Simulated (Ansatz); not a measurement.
# AlNi (Pm-3m), generalised stacking fault

Method: DFT PBEsol, scalar-relativistic, plane waves, PAW in Ansatz. Settings: plane waves to 420 eV, k-mesh 20×20×7 (Γ-centred), Gaussian smearing 0.15 eV. No spin polarisation. A magnetic state may lie lower. Energies are free energies at this smearing, counted from the undisturbed cell; pressure is positive in compression.

The undisturbed cell (relaxed at this level; it needn't be the usual structure):

```
Al Ni
1.0
     0.00000   -2.86217    0.00000
     0.00000    0.00000   -2.86217
     8.58650    0.00000    0.00000
Al Ni
3 3
Direct
  0.00000 0.00000 0.24998
  0.00000 0.00000 0.58332
  0.00000 0.00000 0.91665
  0.50000 0.50000 0.08332
  0.50000 0.50000 0.41665
  0.50000 0.50000 0.74998
```

The cut lies on the cell's a–b face, a (1 0 0) plane (indices in the standard cell, whose axes needn't be the Cartesian ones shown) of area 8.19 Å², between layers 1.43 Å apart. Vector c is tilted by f times 1·a − 1·b (length 4.048 Å) with the atoms' Cartesian places fixed: one unrelaxed fault a cell. The cell is metallic on the mesh throughout.

**Question.** Over the sampled range (0.0000 to 0.5000), is the undisturbed cell the lowest point?

**Answer.** Yes, every other sampled point lies higher.

The scan:

```csv
f,γ (mJ/m²)
0.0000,0
0.0833,435
0.1667,2066
0.2500,5628
0.3333,11307
0.4167,17394
0.5000,20206
```

Cost: 7 runs of about 13 core-minutes in all, on Intel Xeon Platinum 8375C (Ice Lake) (shared hosts).